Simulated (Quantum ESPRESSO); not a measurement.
# Pb (C2/m) in Quantum ESPRESSO: notebook, part 2 of 2

Quantum ESPRESSO 7.5. Earlier steps stand in the parts before.

### Step 3. Single point, r2SCAN, 30.47 Å³/atom

Contents of pw.in:

```
&CONTROL
  calculation = 'scf'
  prefix = 'pwscf'
  outdir = './tmp'
  pseudo_dir = './pseudo'
  tstress = .true.
  disk_io = 'nowf'
/
&SYSTEM
  ibrav = 0
  nat = 2
  ntyp = 1
  ecutwfc = 56
  nbnd = 21
  input_dft = 'r2scan'
  occupations = 'smearing'
  smearing = 'fd'
  degauss = 0.00367493
  nosym = .true.
  nr1 = 36
  nr2 = 36
  nr3 = 60
/
&ELECTRONS
  conv_thr = 1d-08
  electron_maxstep = 120
  mixing_beta = 0.5
/
ATOMIC_SPECIES
Pb   207.2000 Pb_ONCV_PBE-1.2.upf
CELL_PARAMETERS angstrom
   2.9765770244   -1.7145891186    0.0000000000
   2.9765770244    1.7145891186    0.0000000000
  -2.0722778132    0.0000000000    5.9707976096
ATOMIC_POSITIONS crystal
Pb     0.9085084100    0.9085084100    0.7262922000
Pb     0.0914915900    0.0914915900    0.2737078000
K_POINTS automatic
5 5 3 0 0 0
```

Potentials or basis: SG15 PBE 1.2.

On the command line:

```sh
OMP_NUM_THREADS=1 mpirun -n 2 pw.x -nk 2 -in pw.in > pw.out
```

pw.out:

```text
This program is part of the open-source Quantum ESPRESSO suite
     for quantum simulation of materials; please cite
         "P. Giannozzi et al., J. Phys.:Condens. Matter 21 395502 (2009);
         "P. Giannozzi et al., J. Phys.:Condens. Matter 29 465901 (2017);
         "P. Giannozzi et al., J. Chem. Phys. 152 154105 (2020);
     in publications or presentations arising from this work. More details at

     IMPORTANT: XC functional enforced from input :
     Exchange-correlation= R2SCAN
                           (   0   0   0   0   0 497 498)
     Any further DFT definition will be discarded
     Please, verify this is what you really want

     K-points division:     npool     =       2
     Subspace diagonalization in iterative solution of the eigenvalue problem:
     a serial algorithm will be used

     G-vector sticks info
     --------------------
     sticks:   dense  smooth     PW     G-vecs:    dense   smooth      PW
     Sum         649     649    199                23329    23329    3971

     Using Slab Decomposition

     bravais-lattice index     =            0
     lattice parameter (alat)  =       6.4914  a.u.
     unit-cell volume          =     411.2786 (a.u.)^3
     number of atoms/cell      =            2
     number of atomic types    =            1
     number of electrons       =        28.00
     number of Kohn-Sham states=           21
     kinetic-energy cutoff     =      56.0000  Ry
     charge density cutoff     =     224.0000  Ry
     scf convergence threshold =      1.0E-08
     mixing beta               =       0.5000
[... 169 lines left out ...]
     End of self-consistent calculation

          k = 0.0000 0.0000 0.0000 (  2907 PWs)   bands (ev):

    -5.1027  -4.9464  -4.9423  -4.9406  -4.9376  -4.9373  -4.7501  -4.7456
    -4.7010  -4.6794  -0.6222   2.8212   7.5742  18.6169  18.8383  18.8902
    18.9296  19.0626  22.1667  22.3268  22.9673
[... 99 lines left out ...]
    -5.0722  -5.0028  -4.9740  -4.9066  -4.8764  -4.7527  -4.7138  -4.6893
    -4.6502  -4.5442   3.3427   4.7925   8.6370   9.8842  12.0519  12.4410
    13.4944  16.5511  19.7164  22.1789  23.2573

          k =-0.1154-0.6010 0.1517 (  2906 PWs)   bands (ev):

    -5.0921  -5.0010  -4.9441  -4.9197  -4.8799  -4.7499  -4.6849  -4.6724
    -4.6621  -4.5730   3.7422   4.1766   9.0128   9.6346  11.2342  13.5798
    14.4875  16.0380  19.4301  20.2705  22.8987

          k =-0.1154-0.6010-0.2318 (  2918 PWs)   bands (ev):
[... 79 lines left out ...]
    -5.0860  -4.9962  -4.9560  -4.9252  -4.8754  -4.7375  -4.6925  -4.6701
    -4.6651  -4.5747   3.8258   4.0484   9.0654   9.5031  11.2234  14.0203
    14.3525  16.0347  19.3699  20.2972  22.4124

          k =-0.0000-0.8014 0.1918 (  2914 PWs)   bands (ev):

    -5.0766  -5.0057  -4.9485  -4.9021  -4.8869  -4.7667  -4.7049  -4.6845
    -4.6527  -4.5541   3.3208   4.7720   8.5813  10.1130  11.8081  12.3167
    13.7951  16.7450  19.3024  21.6629  23.4965

          k =-0.0000-0.8014-0.1918 (  2914 PWs)   bands (ev):
[... 19 lines left out ...]
    -5.0921  -5.0011  -4.9441  -4.9197  -4.8799  -4.7499  -4.6849  -4.6724
    -4.6621  -4.5730   3.7422   4.1766   9.0128   9.6346  11.2342  13.5798
    14.4875  16.0380  19.4301  20.2705  22.8987

     the Fermi energy is    11.9023 ev

!    total energy              =    -224.49333084 Ry
     estimated scf accuracy    <          2.4E-09 Ry
     smearing contrib. (-TS)   =      -0.00115793 Ry
     internal energy E=F+TS    =    -224.49217291 Ry

     The total energy is F=E-TS. E is the sum of the following terms:
     one-electron contribution =     -49.86599861 Ry
     hartree contribution      =      41.77727680 Ry
     xc contribution           =     -26.83988224 Ry
     ewald contribution        =    -189.56356886 Ry

     convergence has been achieved in  10 iterations

     Computing stress (Cartesian axis) and pressure

          total   stress  (Ry/bohr**3)                   (kbar)     P=       12.13
  -0.00000957  -0.00000000  -0.00001046           -1.41       -0.00       -1.54
  -0.00000000   0.00016406  -0.00000000           -0.00       24.13       -0.00
  -0.00001046  -0.00000000   0.00009286           -1.54       -0.00       13.66

=------------------------------------------------------------------------------=
   JOB DONE.
=------------------------------------------------------------------------------=
```

Run time: 74 s. Hardware: 2 MPI ranks of Intel Xeon Platinum 8259CL at 2.50GHz (Skylake/Cascade Lake), shared host; peak memory 0.2 GiB.

What came out:

```
Free energy            : -3054.3874 eV
Pressure               : 1.2 GPa
Band gap on the k mesh : none (metal or under the smearing width)
```

Caveat: the k mesh is coarse (spacing up to 0.43 Å⁻¹), so the values aren't converged; the potentials were made for another functional, which shifts forces and pressure.

### Step 4. Single point, r2SCAN, 31.12 Å³/atom

Changes to pw.in since step 3:

```diff
@@ -31,5 +31,5 @@
 CELL_PARAMETERS angstrom
-   2.9765770244   -1.7145891186    0.0000000000
-   2.9765770244    1.7145891186    0.0000000000
-  -2.0722778132    0.0000000000    5.9707976096
+   2.9975395250   -1.7266640877    0.0000000000
+   2.9975395250    1.7266640877    0.0000000000
+  -2.0868717998    0.0000000000    6.0128468655
 ATOMIC_POSITIONS crystal
```

On the command line:

```sh
OMP_NUM_THREADS=1 mpirun -n 2 pw.x -nk 2 -in pw.in > pw.out
```

Wall time 75 s (2 MPI ranks of Intel Xeon Platinum 8259CL at 2.50GHz (Skylake/Cascade Lake), shared host); peak memory 0.2 GiB.

Results (log left out):

* Free energy: -3054.3931 eV
* Pressure: 0.2 GPa
* Band gap on the k mesh: none (metal or under the smearing width)

Caveat: the k mesh is coarse (spacing up to 0.43 Å⁻¹), so the values aren't converged; the potentials were made for another functional, which shifts forces and pressure.

### Step 5. Single point, r2SCAN, 31.77 Å³/atom

Changes to pw.in since step 4:

```diff
@@ -31,5 +31,5 @@
 CELL_PARAMETERS angstrom
-   2.9975395250   -1.7266640877    0.0000000000
-   2.9975395250    1.7266640877    0.0000000000
-  -2.0868717998    0.0000000000    6.0128468655
+   3.0182128647   -1.7385724922    0.0000000000
+   3.0182128647    1.7385724922    0.0000000000
+  -2.1012644739    0.0000000000    6.0543160853
 ATOMIC_POSITIONS crystal
```

On the command line:

```sh
OMP_NUM_THREADS=1 mpirun -n 2 pw.x -nk 2 -in pw.in > pw.out
```

Run time: 72 s. Hardware: 2 MPI ranks of Intel Xeon Platinum 8259CL at 2.50GHz (Skylake/Cascade Lake), shared host; peak memory 0.2 GiB.

The run converged. Its results:

| Quantity | Value |
| --- | --- |
| Free energy | -3054.3913 eV |
| Pressure | -0.7 GPa |
| Band gap on the k mesh | none (metal or under the smearing width) |

Caveat: the k mesh is coarse (spacing up to 0.42 Å⁻¹), so the values aren't converged; the potentials were made for another functional, which shifts forces and pressure.

### Step 6. Single point, r2SCAN, 32.42 Å³/atom

Changes to pw.in since step 5:

```diff
@@ -31,5 +31,5 @@
 CELL_PARAMETERS angstrom
-   3.0182128647   -1.7385724922    0.0000000000
-   3.0182128647    1.7385724922    0.0000000000
-  -2.1012644739    0.0000000000    6.0543160853
+   3.0386068135   -1.7503199600    0.0000000000
+   3.0386068135    1.7503199600    0.0000000000
+  -2.1154626375    0.0000000000    6.0952248674
 ATOMIC_POSITIONS crystal
```

Potentials or basis: SG15 PBE 1.2.

On the command line:

```sh
OMP_NUM_THREADS=1 mpirun -n 2 pw.x -nk 2 -in pw.in > pw.out
```

It took 82 s on 2 MPI ranks of Intel Xeon Platinum 8259CL at 2.50GHz (Skylake/Cascade Lake), shared host; peak memory 0.2 GiB.

Results (log left out):

```yaml
Free_energy: -3054.3829 eV
Pressure: -1.4 GPa
Band_gap_on_the_k_mesh: none (metal or under the smearing width)
```

Caveat: the k mesh is coarse (spacing up to 0.42 Å⁻¹), so the values aren't converged; the potentials were made for another functional, which shifts forces and pressure.

### Step 7. Single point, r2SCAN, 33.07 Å³/atom

Changes to pw.in since step 6:

```diff
@@ -31,5 +31,5 @@
 CELL_PARAMETERS angstrom
-   3.0386068135   -1.7503199600    0.0000000000
-   3.0386068135    1.7503199600    0.0000000000
-  -2.1154626375    0.0000000000    6.0952248674
+   3.0587306239   -1.7619118207    0.0000000000
+   3.0587306239    1.7619118207    0.0000000000
+  -2.1294727321    0.0000000000    6.1355917714
 ATOMIC_POSITIONS crystal
```

On the command line:

```sh
OMP_NUM_THREADS=1 mpirun -n 2 pw.x -nk 2 -in pw.in > pw.out
```

Run time: 72 s. Hardware: 2 MPI ranks of Intel Xeon Platinum 8259CL at 2.50GHz (Skylake/Cascade Lake), shared host; peak memory 0.2 GiB.

Results (log left out):

| Quantity | Value |
| --- | --- |
| Free energy | -3054.3687 eV |
| Pressure | -2.1 GPa |
| Band gap on the k mesh | none (metal or under the smearing width) |

Caveat: the k mesh is coarse (spacing up to 0.42 Å⁻¹), so the values aren't converged; the potentials were made for another functional, which shifts forces and pressure.

### Step 8. Single point, r2SCAN, 33.71 Å³/atom

Changes to pw.in since step 7:

```diff
@@ -31,5 +31,5 @@
 CELL_PARAMETERS angstrom
-   3.0587306239   -1.7619118207    0.0000000000
-   3.0587306239    1.7619118207    0.0000000000
-  -2.1294727321    0.0000000000    6.1355917714
+   3.0785930676   -1.7733531272    0.0000000000
+   3.0785930676    1.7733531272    0.0000000000
+  -2.1433008646    0.0000000000    6.1754343928
 ATOMIC_POSITIONS crystal
```

On the command line:

```sh
OMP_NUM_THREADS=1 mpirun -n 2 pw.x -nk 2 -in pw.in > pw.out
```

It took 75 s on 2 MPI ranks of Intel Xeon Platinum 8259CL at 2.50GHz (Skylake/Cascade Lake), shared host; peak memory 0.2 GiB.

Results (log left out):

* Free energy: -3054.3495 eV
* Pressure: -2.7 GPa
* Band gap on the k mesh: none (metal or under the smearing width)

Caveat: the k mesh is coarse (spacing up to 0.41 Å⁻¹), so the values aren't converged; the potentials were made for another functional, which shifts forces and pressure.

### Step 9. Single point, r2SCAN, 34.36 Å³/atom

Changes to pw.in since step 8:

```diff
@@ -31,5 +31,5 @@
 CELL_PARAMETERS angstrom
-   3.0785930676   -1.7733531272    0.0000000000
-   3.0785930676    1.7733531272    0.0000000000
-  -2.1433008646    0.0000000000    6.1754343928
+   3.0982024693   -1.7846486746    0.0000000000
+   3.0982024693    1.7846486746    0.0000000000
+  -2.1569528306    0.0000000000    6.2147694303
 ATOMIC_POSITIONS crystal
```

Potentials or basis: SG15 PBE 1.2.

On the command line:

```sh
OMP_NUM_THREADS=1 mpirun -n 2 pw.x -nk 2 -in pw.in > pw.out
```

Run time: 69 s. Hardware: 2 MPI ranks of Intel Xeon Platinum 8259CL at 2.50GHz (Skylake/Cascade Lake), shared host; peak memory 0.2 GiB.

Results (log left out):

```
Free energy            : -3054.3258 eV
Pressure               : -3.2 GPa
Band gap on the k mesh : none (metal or under the smearing width)
```

Caveat: the k mesh is coarse (spacing up to 0.41 Å⁻¹), so the values aren't converged; the potentials were made for another functional, which shifts forces and pressure.

### Step 10. Equation of state, r2SCAN

This step only gathers the single runs of the series.

Results:

```
Equilibrium volume                        : 31.28 Å³/atom
Bulk modulus at fixed shape and positions : 43 GPa
Pressure derivative of the bulk modulus   : 5.3
```

Energy against volume, from the lowest point:
```csv
volume (Å³/atom),energy (meV/atom)
30.473,2.87
31.121,0.00
31.769,0.91
32.418,5.10
33.066,12.18
33.714,21.79
34.363,33.64
```

Caveat: the k mesh is coarse (spacing up to 0.42 Å⁻¹), so the values aren't converged; the potentials were made for another functional, which shifts forces and pressure; the cell was scaled at fixed shape and fractional positions, which overstates the stiffness of a crystal with free parameters, most of all of layers and chains.
